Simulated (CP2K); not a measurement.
# SnO2 (R-3m) in CP2K: band structure with LDA

Aim: the band structure of SnO2 with LDA.

All numbers are computed with CP2K 2026.2; they aren't measurements. Logs are shortened: lines on timing, memory, paths and dates and some standing lists are left out, and cuts for length are marked.

**1. Starting point**

The structure is trigonal, space group R-3m (No. 166). The conventional cell has a = 3.234 Å, b = 3.234 Å, c = 14.402 Å, α = 90.00°, β = 90.00°, γ = 120.00°. Around Sn (site symmetry -3m) lie 6 O at 2.13 Å. Around O (site symmetry 3m) lie 3 Sn at 2.13 Å.

Measurements of this composition are mostly on another form, of space group No. 136.

**2. Band structure, LDA**

The input, sno2_bands.inp:

```
&GLOBAL
  PROJECT sno2_bands
  RUN_TYPE ENERGY_FORCE
  PRINT_LEVEL LOW
&END GLOBAL
&FORCE_EVAL
  METHOD QS
  STRESS_TENSOR ANALYTICAL
  &DFT
    BASIS_SET_FILE_NAME BASIS_MOLOPT_UZH
    POTENTIAL_FILE_NAME GTH_POTENTIALS
    &MGRID
      CUTOFF 600
      REL_CUTOFF 60
      NGRIDS 5
    &END MGRID
    &QS
      METHOD GPW
      EPS_DEFAULT 1.0E-9
    &END QS
    &KPOINTS
      SCHEME MONKHORST-PACK 10 10 10
      GAMMA_CENTERED T
      SYMMETRY T
      SYMMETRY_BACKEND SPGLIB
    &END KPOINTS
    &SCF
      SCF_GUESS ATOMIC
      EPS_SCF 1.0E-6
      MAX_SCF 100
      ADDED_MOS 12
      CHOLESKY OFF
      EPS_EIGVAL 1.0E-7
      &DIAGONALIZATION ON
        ALGORITHM STANDARD
      &END DIAGONALIZATION
      &MIXING ON
        METHOD BROYDEN_MIXING
        ALPHA 0.4
        BETA 1.5
        NBUFFER 8
      &END MIXING
      &SMEAR ON
        METHOD FERMI_DIRAC
        ELECTRONIC_TEMPERATURE [K] 1160.452
      &END SMEAR
    &END SCF
    &XC
      &XC_FUNCTIONAL
        &LDA_X
        &END LDA_X
        &LDA_C_PW
        &END LDA_C_PW
      &END XC_FUNCTIONAL
    &END XC
    &PRINT
      &KPOINTS ON
      &END KPOINTS
      &MULLIKEN ON
      &END MULLIKEN
      &MO ON
        ENERGIES T
        OCCUPATION_NUMBERS T
        &EACH
          QS_SCF 0
        &END EACH
        ADD_LAST NUMERIC
      &END MO
      &BAND_STRUCTURE
        FILE_NAME bands.bs
        ADDED_MOS 4
        &KPOINT_SET
          UNITS B_VECTOR
          NPOINTS 6
          SPECIAL_POINT GAMMA 0.00000000 0.00000000 0.00000000
          SPECIAL_POINT L 0.50000000 0.00000000 0.00000000
          SPECIAL_POINT B1 0.50000000 0.19188218 -0.19188218
        &END KPOINT_SET
        &KPOINT_SET
          UNITS B_VECTOR
          NPOINTS 6
          SPECIAL_POINT B 0.80811782 0.50000000 0.19188218
          SPECIAL_POINT Z 0.50000000 0.50000000 0.50000000
          SPECIAL_POINT GAMMA 0.00000000 0.00000000 0.00000000
          SPECIAL_POINT X 0.34594109 0.00000000 -0.34594109
        &END KPOINT_SET
        &KPOINT_SET
          UNITS B_VECTOR
          NPOINTS 6
          SPECIAL_POINT Q 0.65405891 0.34594109 0.00000000
          SPECIAL_POINT F 0.50000000 0.50000000 0.00000000
          SPECIAL_POINT P1 0.65405891 0.65405891 0.19188218
          SPECIAL_POINT Z 0.50000000 0.50000000 0.50000000
        &END KPOINT_SET
        &KPOINT_SET
          UNITS B_VECTOR
          NPOINTS 6
          SPECIAL_POINT L 0.50000000 0.00000000 0.00000000
          SPECIAL_POINT P 0.80811782 0.34594109 0.34594109
        &END KPOINT_SET
      &END BAND_STRUCTURE
    &END PRINT
  &END DFT
  &SUBSYS
    &CELL
      A 5.1509554948 0.0000000000 0.0000000000
      B 4.1356137717 3.0706743951 0.0000000000
      C 4.1356137717 1.3674719859 2.7493747669
      PERIODIC XYZ
    &END CELL
    &COORD
      SCALED
      Sn  0.5000000000 0.5000000000 0.5000000000
      O   0.7628300000 0.7628300000 0.7628300000
      O   0.2371700000 0.2371700000 0.2371700000
    &END COORD
    &KIND Sn
      BASIS_SET TZVP-MOLOPT-PBE-GTH-q4
      POTENTIAL GTH-PADE-q4
    &END KIND
    &KIND O
      BASIS_SET TZVP-MOLOPT-PBE-GTH-q6
      POTENTIAL GTH-PADE-q6
    &END KIND
    &PRINT
      &ATOMIC_COORDINATES ON
      &END ATOMIC_COORDINATES
      &CELL ON
      &END CELL
    &END PRINT
  &END SUBSYS
  &PRINT
    &FORCES ON
    &END FORCES
    &STRESS_TENSOR ON
    &END STRESS_TENSOR
  &END PRINT
&END FORCE_EVAL
```

Potentials or basis: GTH_POTENTIALS Sn GTH-PADE-q4, O GTH-PADE-q6; TZVP-MOLOPT-PBE-GTH basis.

Command:

```sh
$ OMP_NUM_THREADS=1 cp2k.psmp -i sno2_bands.inp -o sno2_bands.out
```

sno2_bands.out:

```text

 CP2K| version string:                                       CP2K version 2026.2
 CP2K| Input file name                                            sno2_bands.inp

 GLOBAL| Force Environment number                                              1
 GLOBAL| Basis set file name                                    BASIS_MOLOPT_UZH
 GLOBAL| Potential file name                                      GTH_POTENTIALS
 GLOBAL| MM Potential file name                                     MM_POTENTIAL
 GLOBAL| Coordinate file name                                      __STD_INPUT__
 GLOBAL| Method name                                                        CP2K
 GLOBAL| Project name                                                 sno2_bands
 GLOBAL| Run type                                                   ENERGY_FORCE
 GLOBAL| FFT library                                                       FFTW3
 GLOBAL| Diagonalization library                                       ScaLAPACK
 GLOBAL| Cholesky decomposition library                                ScaLAPACK
 GLOBAL| DGEMM library                                                      BLAS
 GLOBAL| Direct generalized diagonalization requested                          F
 GLOBAL| Matrix multiplication library                                 ScaLAPACK
 GLOBAL| Global print level                                                  LOW
 GLOBAL| Total number of message passing processes                             1
 GLOBAL| Number of threads for this process                                    1
 GLOBAL| CPU model name                                                  UNKNOWN

 CELL| Volume [angstrom^3]:                                            43.486605
 CELL| Vector a [angstrom]:       5.151     0.000     0.000   |a| =     5.150955
 CELL| Vector b [angstrom]:       4.136     3.071     0.000   |b| =     5.150955
 CELL| Vector c [angstrom]:       4.136     1.367     2.749   |c| =     5.150955
 CELL| Angle (b,c), alpha [degree]:                                    36.593718
 CELL| Angle (a,c), beta  [degree]:                                    36.593718
 CELL| Angle (a,b), gamma [degree]:                                    36.593718
 CELL| Numerically orthorhombic:                                              NO
 CELL| Periodicity                                                           XYZ

 CELL_REF| Volume [angstrom^3]:                                        43.486605
 CELL_REF| Vector a [angstrom     5.151     0.000     0.000   |a| =     5.150955
 CELL_REF| Vector b [angstrom     4.136     3.071     0.000   |b| =     5.150955
 CELL_REF| Vector c [angstrom     4.136     1.367     2.749   |c| =     5.150955
 CELL_REF| Angle (b,c), alpha [degree]:                                36.593718
 CELL_REF| Angle (a,c), beta  [degree]:                                36.593718
 CELL_REF| Angle (a,b), gamma [degree]:                                36.593718
 CELL_REF| Numerically orthorhombic:                                          NO
 CELL_REF| Periodicity                                                       XYZ
[... 9 lines left out ...]
 TOTAL NUMBERS AND MAXIMUM NUMBERS

  Total number of            - Atomic kinds:                                   2
                             - Atoms:                                          3
[... 141 lines left out ...]
  Total energy:                                               -35.62966234888121
  Total energy (extrapolated to T->0):                        -35.62966203366228

 MO| EIGENVALUES AND OCCUPATION NUMBERS FOR K POINT 1
 MO|
 MO|  Index      Eigenvalue [a.u.]        Eigenvalue [eV]             Occupation
 MO|      1              -0.597122             -16.248512               2.000000
 MO|      2              -0.522186             -14.209390               2.000000
 MO|      3              -0.070318              -1.913463               2.000000
 MO|      4               0.018168               0.494388               2.000000
 MO|      5               0.018168               0.494388               2.000000
 MO|      6               0.024108               0.656015               2.000000
[... 350 lines left out ...]
 MO|     19               0.972575              26.465125               0.000000
 MO|     20               1.085821              29.546695               0.000000
 MO| Sum:                                                              15.999982
 MO| E(Fermi):            0.107049 a.u.          2.912947 eV

 [... the levels of further k-points ...]

 !-----------------------------------------------------------------------------!
                     Mulliken Population Analysis

 #  Atom  Element  Kind  Atomic population                           Net charge
       1     Sn       1          2.252065                              1.747935
       2     O        2          6.873967                             -0.873967
       3     O        2          6.873968                             -0.873968
 # Total charge                             16.000000                  0.000000

 !-----------------------------------------------------------------------------!

 KPOINTS| Band Structure Calculation
 KPOINTS| Number of k-point sets                                               4
 KPOINTS| Number of added MOs/bands                                            4
 KPOINTS| Number of k-points in set    1                                      13
 KPOINTS| In units of b-vector [2pi/Bohr]
 KPOINTS| Special point     1       GAMMA     0.000000     0.000000     0.000000
 KPOINTS| Special point     2           L     0.500000     0.000000     0.000000
 KPOINTS| Special point     3          B1     0.500000     0.191882    -0.191882
 KPOINTS| Number of k-points in set    2                                      19
 KPOINTS| In units of b-vector [2pi/Bohr]
 KPOINTS| Special point     1           B     0.808118     0.500000     0.191882
 KPOINTS| Special point     2           Z     0.500000     0.500000     0.500000
 KPOINTS| Special point     3       GAMMA     0.000000     0.000000     0.000000
 KPOINTS| Special point     4           X     0.345941     0.000000    -0.345941
 KPOINTS| Number of k-points in set    3                                      19
 KPOINTS| In units of b-vector [2pi/Bohr]
 KPOINTS| Special point     1           Q     0.654059     0.345941     0.000000
 KPOINTS| Special point     2           F     0.500000     0.500000     0.000000
 KPOINTS| Special point     3          P1     0.654059     0.654059     0.191882
 KPOINTS| Special point     4           Z     0.500000     0.500000     0.500000
 KPOINTS| Number of k-points in set    4                                       7
 KPOINTS| In units of b-vector [2pi/Bohr]
 KPOINTS| Special point     1           L     0.500000     0.000000     0.000000
 KPOINTS| Special point     2           P     0.808118     0.345941     0.345941

 ENERGY| Total FORCE_EVAL ( QS ) energy [hartree]            -35.629646500613312

 FORCES| Atomic forces [hartree/bohr]
 FORCES|   Atom     x               y               z               |f|
 FORCES|      1  1.31670289E-08  9.96578486E-09  1.42766844E-09   1.65748531E-08
 FORCES|      2  1.08924261E-02  3.60167142E-03  2.23120637E-03   1.16873977E-02
 FORCES|      3 -1.08924393E-02 -3.60168139E-03 -2.23120780E-03   1.16874133E-02
 FORCES| Sum    -5.27098504E-12 -1.64510940E-12 -1.05322825E-12
 FORCES| Total atomic force                                       5.62129504E-12

 STRESS| Analytical stress tensor [bar]
 STRESS|                        x                   y                   z
 STRESS|      x       -8.70158853522E+04   3.54044502006E+03   2.19336755888E+03
 STRESS|      y        3.54044502006E+03  -9.65528660162E+04   7.25337910128E+02
 STRESS|      z        2.19336755888E+03   7.25337910128E+02  -9.72744027404E+04
 STRESS| 1/3 Trace                                            -9.36143847030E+04
 STRESS| Determinant                                          -8.15522985321E+14

 STRESS| Eigenvectors and eigenvalues of the analytical stress tensor [bar]
 STRESS|                        1                   2                   3
 STRESS| Eigenvalues  -9.77237432076E+04  -9.77234628968E+04  -8.53959480045E+04
 STRESS|      x          -0.046339245866     -0.359528706484      0.931982716313
 STRESS|      y          -0.421043431018      0.853088705604      0.308159195171
 STRESS|      z           0.905856005936      0.378125335815      0.190908687402
```

It took 47 s on 1 thread of Arm Neoverse V1, shared host; peak memory 0.45 GiB.

Results:

```
Free energy             : -969.5320 eV
Pressure                : -9.4 GPa
Largest force           : 0.601 eV/Å
Band gap on the k mesh  : 1.61 eV, indirect (least direct gap 1.68 eV)
Band gap along the path : 1.61 eV, indirect (least direct gap 1.68 eV)
Mulliken charges        : Sn +1.75; O -0.87 e
```

Forces in eV/Å, atoms in the order of the input:
```
Sn   0.000  0.000  0.000
O    0.560  0.185  0.115
O   -0.560 -0.185 -0.115
```

Levels at the corners of the path, in eV from the valence-band top:
| point | band 6 | band 7 | band 8 | band 9 | band 10 | band 11 |
| --- | --- | --- | --- | --- | --- | --- |
| Γ | -1.27 | -1.27 | -0.06 | 1.61 | 5.51 | 10.58 |
| L | -1.52 | -0.89 | -0.74 | 4.90 | 7.50 | 9.98 |
| B1 | -2.75 | -0.41 | -0.40 | 5.63 | 9.25 | 9.67 |
| B | -2.75 | -0.41 | -0.40 | 5.63 | 9.25 | 9.67 |
| Z | -1.22 | -1.22 | -1.22 | 2.87 | 5.41 | 10.78 |
| Γ | -1.27 | -1.27 | -0.06 | 1.61 | 5.51 | 10.58 |
| X | -2.81 | -0.42 | -0.41 | 5.65 | 9.25 | 10.12 |
| Q | -2.81 | -0.42 | -0.41 | 5.65 | 9.25 | 10.12 |
| F | -1.17 | -0.75 | -0.19 | 4.64 | 6.68 | 10.56 |
| P1 | -1.22 | -0.79 | -0.37 | 4.70 | 6.94 | 10.28 |
| Z | -1.22 | -1.22 | -1.22 | 2.87 | 5.41 | 10.78 |
| L | -1.52 | -0.89 | -0.74 | 4.90 | 7.50 | 9.98 |
| P | -1.22 | -0.79 | -0.37 | 4.70 | 6.94 | 10.28 |

Caveat: Mulliken charges move with the basis; spin-orbit coupling is left out, which moves the levels of the heavy elements; the basis of atomic orbitals isn't converged, which shifts pressures, moduli and gaps.
